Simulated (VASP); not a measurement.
# Ru (Fm-3m) in VASP: notebook

The runs below take Ru through single point, with PBE.

All numbers are computed with VASP 6.6.1; they aren't measurements. Logs are shortened: lines on timing, memory, paths and dates and some standing lists are left out, and cuts for length are marked.

## Step 1: Starting point

Symmetry: Fm-3m, No. 225, cubic system. Conventional cell: a = 3.830 Å, b = 3.830 Å, c = 3.830 Å, α = 90.00°, β = 90.00°, γ = 90.00°. Ru (site symmetry m-3m) has 12 Ru at 2.71 Å as nearest neighbours.

This isn't the form of Ru at room conditions, which is hcp.

## Step 2: Single point, PBE

Input file run.py:

```python
from ase.calculators.vasp import Vasp
from ase.dft.bandgap import bandgap
from ase.io import read

atoms = read('Ru.cif', primitive_cell=True, subtrans_included=False)
calc = Vasp(
    directory='calc',
    xc='pbe',
    pp='PBE',
    setups='minimal',
    prec='Accurate',
    encut=500,
    ediff=1e-06,
    ismear=0,
    sigma=0.02,
    lreal=False,
    lasph=True,
    nelm=100,
    algo='Fast',
    isif=2,
    lwave=False,
    lcharg=False,
    kpts=[12, 12, 12],
    gamma=True,
    nbands=10,
)
atoms.calc = calc

print('energy (eV):', atoms.get_potential_energy())
print('free energy (eV):', atoms.get_potential_energy(force_consistent=True))
print('forces (eV/A):')
print(atoms.get_forces())
print('stress (eV/A^3, Voigt):', atoms.get_stress())
print('Fermi level (eV):', calc.get_fermi_level())
gap, top, bottom = bandgap(calc)
print('band gap (eV):', gap, 'from (spin, k, band)', top, 'to', bottom)
```

Input file Ru.cif:

```cif
data_Ru
_cell_length_a 3.83000000
_cell_length_b 3.83000000
_cell_length_c 3.83000000
_cell_angle_alpha 90.00000000
_cell_angle_beta 90.00000000
_cell_angle_gamma 90.00000000
_space_group_name_H-M_alt 'Fm-3m'
_space_group_name_Hall '-F 4 2 3'
_space_group_IT_number 225
loop_
_space_group_symop_operation_xyz
'x,y,z'
'-x,-y,-z'
'-y,x,z'
'y,-x,-z'
'-x,-y,z'
'x,y,-z'
'y,-x,z'
'-y,x,-z'
'x,-y,-z'
'-x,y,z'
'-y,-x,-z'
'y,x,z'
'-x,y,-z'
'x,-y,z'
'y,x,-z'
'-y,-x,z'
'z,x,y'
'-z,-x,-y'
'z,-y,x'
'-z,y,-x'
'z,-x,-y'
'-z,x,y'
'z,y,-x'
'-z,-y,x'
'-z,x,-y'
'z,-x,y'
'-z,-y,-x'
'z,y,x'
'-z,-x,y'
'z,x,-y'
'-z,y,x'
'z,-y,-x'
'y,z,x'
'-y,-z,-x'
'x,z,-y'
'-x,-z,y'
'-y,z,-x'
'y,-z,x'
'-x,z,y'
'x,-z,-y'
'-y,-z,x'
'y,z,-x'
'-x,-z,-y'
'x,z,y'
'y,-z,-x'
'-y,z,x'
'x,-z,y'
'-x,z,-y'
'x,y+1/2,z+1/2'
'-x,-y+1/2,-z+1/2'
'-y,x+1/2,z+1/2'
[... 62 lines left out ...]
'-z+1/2,-x,-y+1/2'
'z+1/2,-y,x+1/2'
'-z+1/2,y,-x+1/2'
'z+1/2,-x,-y+1/2'
'-z+1/2,x,y+1/2'
'z+1/2,y,-x+1/2'
'-z+1/2,-y,x+1/2'
'-z+1/2,x,-y+1/2'
'z+1/2,-x,y+1/2'
'-z+1/2,-y,-x+1/2'
'z+1/2,y,x+1/2'
'-z+1/2,-x,y+1/2'
'z+1/2,x,-y+1/2'
'-z+1/2,y,x+1/2'
'z+1/2,-y,-x+1/2'
'y+1/2,z,x+1/2'
'-y+1/2,-z,-x+1/2'
'x+1/2,z,-y+1/2'
'-x+1/2,-z,y+1/2'
'-y+1/2,z,-x+1/2'
'y+1/2,-z,x+1/2'
'-x+1/2,z,y+1/2'
'x+1/2,-z,-y+1/2'
'-y+1/2,-z,x+1/2'
'y+1/2,z,-x+1/2'
'-x+1/2,-z,-y+1/2'
'x+1/2,z,y+1/2'
'y+1/2,-z,-x+1/2'
'-y+1/2,z,x+1/2'
'x+1/2,-z,y+1/2'
'-x+1/2,z,-y+1/2'
'x+1/2,y+1/2,z'
'-x+1/2,-y+1/2,-z'
'-y+1/2,x+1/2,z'
'y+1/2,-x+1/2,-z'
'-x+1/2,-y+1/2,z'
'x+1/2,y+1/2,-z'
'y+1/2,-x+1/2,z'
'-y+1/2,x+1/2,-z'
'x+1/2,-y+1/2,-z'
'-x+1/2,y+1/2,z'
'-y+1/2,-x+1/2,-z'
'y+1/2,x+1/2,z'
'-x+1/2,y+1/2,-z'
'x+1/2,-y+1/2,z'
'y+1/2,x+1/2,-z'
'-y+1/2,-x+1/2,z'
'z+1/2,x+1/2,y'
'-z+1/2,-x+1/2,-y'
'z+1/2,-y+1/2,x'
'-z+1/2,y+1/2,-x'
'z+1/2,-x+1/2,-y'
'-z+1/2,x+1/2,y'
'z+1/2,y+1/2,-x'
'-z+1/2,-y+1/2,x'
'-z+1/2,x+1/2,-y'
'z+1/2,-x+1/2,y'
'-z+1/2,-y+1/2,-x'
'z+1/2,y+1/2,x'
'-z+1/2,-x+1/2,y'
'z+1/2,x+1/2,-y'
'-z+1/2,y+1/2,x'
'z+1/2,-y+1/2,-x'
'y+1/2,z+1/2,x'
'-y+1/2,-z+1/2,-x'
'x+1/2,z+1/2,-y'
'-x+1/2,-z+1/2,y'
'-y+1/2,z+1/2,-x'
'y+1/2,-z+1/2,x'
'-x+1/2,z+1/2,y'
'x+1/2,-z+1/2,-y'
'-y+1/2,-z+1/2,x'
'y+1/2,z+1/2,-x'
'-x+1/2,-z+1/2,-y'
'x+1/2,z+1/2,y'
'y+1/2,-z+1/2,-x'
'-y+1/2,z+1/2,x'
'x+1/2,-z+1/2,y'
'-x+1/2,z+1/2,-y'
loop_
_atom_site_label
_atom_site_type_symbol
_atom_site_symmetry_multiplicity
_atom_site_Wyckoff_symbol
_atom_site_fract_x
_atom_site_fract_y
_atom_site_fract_z
_atom_site_occupancy
Ru1 Ru 4 a 0.0000000000 0.0000000000 0.0000000000 1
```

Potentials or basis: VASP PAW PBE potentials, release 64 (Ru).

On the command line:

```bash
python run.py
```

Log:

```text
energy (eV): -9.14358957
free energy (eV): -9.14372988
forces (eV/A):
[[ 0. -0.  0.]]
stress (eV/A^3, Voigt): [ 0.04318494  0.04318494  0.04318494 -0.         -0.         -0.        ]
Fermi level (eV): 11.85613081
band gap (eV): 0.0 from (spin, k, band) (None, None, None) to (None, None, None)
```

OUTCAR:

```text
ENCUT = 500.000000
   EDIFF = 1.00e-06
   GGA = PE
   PREC = Accurate
   ISIF = 2
   ISMEAR = 0
   NELM = 100
   LASPH = .TRUE.
   LREAL = .FALSE.

 ion  position               nearest neighbor table
   1  0.000  0.000  0.000-

  LATTYP: Found a face centered cubic cell.
 ALAT       =     3.8300000000

  Lattice vectors:

 A1 = (   0.0000000000,   1.9150000000,   1.9150000000)
 A2 = (   1.9150000000,   0.0000000000,   1.9150000000)
 A3 = (   1.9150000000,   1.9150000000,   0.0000000000)

Analysis of symmetry for initial positions (statically):
=====================================================================
 Subroutine PRICEL returns:
 Original cell was already a primitive cell.

 Routine SETGRP: Setting up the symmetry group for a
 face centered cubic supercell.

 Subroutine GETGRP returns: Found 48 space group operations
 (whereof 48 operations were pure point group operations)
 out of a pool of 48 trial point group operations.

The static configuration has the point symmetry O_h .

Analysis of symmetry for dynamics (positions and initial velocities):
=====================================================================
 Subroutine PRICEL returns:
 Original cell was already a primitive cell.

 Routine SETGRP: Setting up the symmetry group for a
 face centered cubic supercell.

 Subroutine GETGRP returns: Found 48 space group operations
 (whereof 48 operations were pure point group operations)
 out of a pool of 48 trial point group operations.

The dynamic configuration has the point symmetry O_h .

 Subroutine INISYM returns: Found 48 space group operations
 (whereof 48 operations are pure point group operations),
[... 154 lines left out ...]
  energy-cutoff  :      500.00
  volume of cell :       14.05
 maximum number of plane-waves:       368
   NGX =  9   NGY =  9   NGZ =  9

 number of electron       8.0000000 magnetization

 Free energy of the ion-electron system (eV)
  ---------------------------------------------------
  ext. energy  EPLUGINS =         0.00000000
  ---------------------------------------------------
  free energy    TOTEN  =        -9.14372988 eV

  energy without entropy =       -9.14344926  energy(sigma->0) =       -9.14358957

 E-fermi :  11.8561     XC(G=0): -13.6115

 val. band max:       11.8424017457   @ k =  -0.4167   0.3333   0.0000
 cond. band min:      11.8571333037   @ k =  -0.3333   0.4167   0.0833
 fundamental gap:      0.0147315581
 Fermi energy:        11.8561308108

 k-point     1 :       0.0000    0.0000    0.0000
  band No.  band energies     occupation
      1       4.1705      2.00000
      2       9.4010      2.00000
      3       9.4010      2.00000
      4       9.4010      2.00000
      5      11.7191      2.00000
      6      11.7191      2.00000
      7      26.9603      0.00000
      8      32.5053      0.00000
      9      32.5053      0.00000
     10      32.5053      0.00000
[... 495 lines left out ...]
 k-point    40 :       0.4167    0.4167    0.0000
  band No.  band energies     occupation
      1       5.9915      2.00000
      2       6.4021      2.00000
      3      13.3136      0.00000
      4      13.4726      0.00000
      5      13.4726      0.00000
      6      14.1705      0.00000
      7      25.9202      0.00000
      8      25.9202      0.00000
      9      26.5480      0.00000
     10      34.8399      0.00000

 [... further k-points ...]

------------------------ aborting loop because EDIFF is reached ----------------------------------------

  FORCE on cell =-STRESS in cart. coord.  units (eV):
  Direction    XX          YY          ZZ          XY          YZ          ZX
  --------------------------------------------------------------------------------------
  -------------------------------------------------------------------------------------
  Total       -0.6065527     -0.6065527     -0.6065527      0.0000000      0.0000000      0.0000000
  in kB      -69.1899088    -69.1899088    -69.1899088      0.0000000      0.0000000      0.0000000
  external PRESSURE =     -69.1899088 kB  Pullay stress =       0.0000000 kB

 VOLUME and BASIS-vectors are now :
 -----------------------------------------------------------------------------
  energy-cutoff  :      500.00
  volume of cell :       14.05
      direct lattice vectors                 reciprocal lattice vectors
     0.000000000  1.915000000  1.915000000    -0.261096606  0.261096606  0.261096606
     1.915000000  0.000000000  1.915000000     0.261096606 -0.261096606  0.261096606
     1.915000000  1.915000000  0.000000000     0.261096606  0.261096606 -0.261096606

 POSITION                                       TOTAL-FORCE (eV/Angst)
 -----------------------------------------------------------------------------------
      0.00000      0.00000      0.00000         0.000000     -0.000000      0.000000
 -----------------------------------------------------------------------------------
    total drift:                                0.000000      0.000000      0.000000

  FREE ENERGIE OF THE ION-ELECTRON SYSTEM (eV)
  ---------------------------------------------------
  free  energy   TOTEN  =        -9.1437298797 eV

  energy  without entropy=       -9.1434492640  energy(sigma->0) =       -9.14358957
```

INCAR:

```text
ENCUT = 500.000000
SIGMA = 0.020000
EDIFF = 1.00e-06
ALGO = Fast
GGA = PE
PREC = Accurate
ISIF = 2
ISMEAR = 0
NBANDS = 10
NELM = 100
LASPH = .TRUE.
LCHARG = .FALSE.
LWAVE = .FALSE.
LREAL = .FALSE.
```

Wall time 11 s (1 thread of Intel Xeon Platinum 8488C (Sapphire Rapids), shared host); peak memory 0.13 GiB.

What came out:

```
Free energy            : -9.1437 eV
Pressure               : -6.9 GPa
Band gap on the k mesh : none (metal or under the smearing width)
```

## Step 3: Single point, PBE

Input file INCAR:

```
SYSTEM = Ru
  PREC = Accurate
  ENCUT = 550
  EDIFF = 1E-6
  ISMEAR = 0
  SIGMA = 0.02
  LREAL = .FALSE.
  LASPH = .TRUE.
  NELM = 80
  ALGO = Normal
  ISIF = 2
  LWAVE = .FALSE.
  LCHARG = .FALSE.
  GGA = PE
  NBANDS = 14
```

Input file KPOINTS:

```
regular mesh
0
G
  12 12 12
  0 0 0
```

Input file POSCAR:

```
Ru
1.0
    0.0000000000      1.9150000000      1.9150000000
    1.9150000000      0.0000000000      1.9150000000
    1.9150000000      1.9150000000      0.0000000000
Ru
1
Direct
    0.0000000000      0.0000000000      0.0000000000
```

Potentials or basis: VASP PAW PBE potentials, release 64 (Ru_sv_GW).

On the command line:

```bash
cat potpaw_PBE.64/Ru_sv_GW/POTCAR > POTCAR
mpirun -np 1 vasp_std > vasp.out
```

Wall time 12 s (1 thread of Intel Xeon 6975P-C (Granite Rapids), shared host); peak memory 0.15 GiB.

Results (log left out):

| Quantity | Value |
| --- | --- |
| Free energy | -8.8404 eV |
| Pressure | -6.9 GPa |
| Band gap on the k mesh | none (metal or under the smearing width) |

Levels at points of the mesh, in eV from the Fermi level:
```tsv
k point	band 5	band 6	band 7	band 8	band 9	band 10	band 11	band 12
(0.00, 0.00, 0.00)	-7.71	-2.46	-2.46	-2.46	-0.14	-0.14	14.87	20.30
(0.50, 0.00, 0.00)	-5.83	-2.58	-2.58	0.99	1.64	1.64	9.66	14.50
(0.50, 0.50, 0.00)	-6.10	-5.64	1.60	2.13	2.13	3.55	13.17	13.17
```

## Step 4: The reference run

An earlier run on the cell as given: functional PBE; potentials or basis VASP PAW PBE potentials, release 64 (Ru_pv); cutoff 520 eV; k mesh 12 × 12 × 12; occupations fermi-dirac, width 0.05 eV; no spin polarisation.

* Pressure: -4.8 GPa
* Band gap on the k mesh: none (metal or under the smearing width)

## Step 5: Overview

| potentials or basis | cutoff (eV) | smearing | gap on the mesh (eV) | pressure (GPa) |
| --- | --- | --- | --- | --- |
| VASP PAW PBE potentials, release 64 (Ru) | 500 | gaussian 0.02 eV | none | -6.9 |
| VASP PAW PBE potentials, release 64 (Ru_sv_GW) | 550 | gaussian 0.02 eV | none | -6.9 |
| VASP PAW PBE potentials, release 64 (Ru_pv) | 520 | fermi-dirac 0.05 eV | none | -4.8 |

Alike in all rows: task single point; level PBE; no spin polarisation; cell as given; k mesh 12 × 12 × 12.

Absolute energies hang on the potentials; compare differences alone.
